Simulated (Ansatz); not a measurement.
Consider the ligand exchange at the Si–O bond: `CC(=O)O[SiH3]` + `CN[SiH](O)O` → `CN([SiH3])[SiH](O)O` + `CC(=O)O`.

Isolated molecules relaxed with PBE0-D4/def2-TZVP in Ansatz; ΔE leaves out vibrations. CBS: MP2 limit from def2 TZ/QZ plus the TZ coupled-cluster correction, frozen cores. DFT in def2-TZVPP. One conformer a species, not always the lowest.

**Question.** Is it downhill or uphill in electronic energy at CCSD(T)/CBS, and by how much? (Best estimate.)

**Answer.** Ansatz gave: Uphill: ΔE = +7.5 kcal/mol.

**Question.** What do these levels give: ωB97M-V, B2PLYP, r2SCAN, MP2/def2-TZVPP, HF/CBS(def2), CCSD/CBS(def2)? (Estimate.)

**Answer.** The calculation gave: ωB97M-V 7.1, B2PLYP 8.4, r2SCAN 7.4, MP2/def2-TZVPP 6.9, HF/CBS(def2) 11.0, CCSD/CBS(def2) 8.1 kcal/mol.

Largest T1 diagnostic among the species: 0.015.

The D4 term adds −1.6 kcal/mol with B3LYP and −0.9 kcal/mol with PBE0; it sums over pairs of atoms, weighted by their polarisabilities, and B3LYP, whose exchange is more repulsive, gets the larger term. In def2-TZVPP, CCSD(T) changes the Hartree–Fock value by −3.7 kcal/mol (the triples alone add −0.6 kcal/mol) and MP2 by −3.9 kcal/mol.

B3LYP here is the variant with VWN-RPA as its local correlation; programs differ in this.
